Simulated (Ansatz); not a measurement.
Theory: Ansatz 0.2.0, DFT PBE, scalar-relativistic, plane waves, PAW. Several structures of Sb5S2 were relaxed, and the powder pattern of one of them was computed from 10° to 70° in 2θ (λ = 1.5406 Å; lines under 1 % are left out).

Cu Kα1 powder pattern (kinematic, no thermal factors).
2θ (°) (relative intensity): 15.81 (18), 19.37 (36), 19.39 (4), 25.13 (22), 29.79 (8), 29.83 (58), 31.93 (20), 31.94 (100), 39.32 (24), 39.36 (73), 39.39 (4), 41.07 (2), 44.23 (24), 44.28 (5), 47.23 (4), 47.27 (4), 48.67 (3), 48.75 (6), 51.59 (37), 54.31 (2), 55.55 (6), 55.62 (13), 60.61 (3), 60.68 (2), 60.72 (2), 60.74 (7), 61.88 (15), 61.90 (3), 61.97 (15), 66.74 (30), 66.77 (15)

**Question.** Which structure gives it?
A.

```cif
data_structure
_symmetry_space_group_name_H-M 'C2/m'
_symmetry_Int_Tables_number 12
_cell_length_a 11.9363
_cell_length_b 7.6233
_cell_length_c 5.0572
_cell_angle_alpha 90.000
_cell_angle_beta 112.040
_cell_angle_gamma 90.000
_cell_volume 426.55
loop_
_atom_site_label
_atom_site_type_symbol
_atom_site_symmetry_multiplicity
_atom_site_Wyckoff_symbol
_atom_site_fract_x
_atom_site_fract_y
_atom_site_fract_z
_atom_site_occupancy
Sb1 Sb 2 a 0.00000 0.00000 0.00000 1
Sb2 Sb 8 j 0.63188 0.77132 0.77179 1
S1 S 4 i 0.18684 0.00000 0.54047 1
```

B.

```cif
data_structure
_symmetry_space_group_name_H-M 'C2'
_symmetry_Int_Tables_number 5
_cell_length_a 8.3749
_cell_length_b 6.1017
_cell_length_c 8.5989
_cell_angle_alpha 90.000
_cell_angle_beta 110.823
_cell_angle_gamma 90.000
_cell_volume 410.71
loop_
_atom_site_label
_atom_site_type_symbol
_atom_site_symmetry_multiplicity
_atom_site_Wyckoff_symbol
_atom_site_fract_x
_atom_site_fract_y
_atom_site_fract_z
_atom_site_occupancy
Sb1 Sb 4 c 0.76551 0.59856 0.99192 1
Sb2 Sb 4 c 0.11428 0.64816 0.28461 1
Sb3 Sb 2 b 0.00000 0.25526 0.50000 1
S1 S 4 c 0.57418 0.57115 0.25197 1
```

C.

```cif
data_structure
_symmetry_space_group_name_H-M 'R-3m:H'
_symmetry_Int_Tables_number 166
_cell_length_a 7.0809
_cell_length_b 7.0809
_cell_length_c 13.7387
_cell_angle_alpha 90.000
_cell_angle_beta 90.000
_cell_angle_gamma 120.000
_cell_volume 596.56
loop_
_atom_site_label
_atom_site_type_symbol
_atom_site_symmetry_multiplicity
_atom_site_Wyckoff_symbol
_atom_site_fract_x
_atom_site_fract_y
_atom_site_fract_z
_atom_site_occupancy
Sb1 Sb 9 e 0.16667 0.33333 0.33333 1
Sb2 Sb 3 a 0.00000 0.00000 0.00000 1
Sb3 Sb 3 b 0.33333 0.66667 0.16667 1
S1 S 6 c 0.33333 0.66667 0.46527 1
```

**Answer.** C. Its strongest line, at 2θ = 31.94°, has d = λ/(2 sin θ) = 2.800 Å and is the (2 0 2) reflection of the conventional R-3m cell with a = 7.081 Å, c = 13.739 Å. The others have their strongest lines at 30.7° (A); 28.7° (B).

The cells needn't be stable.
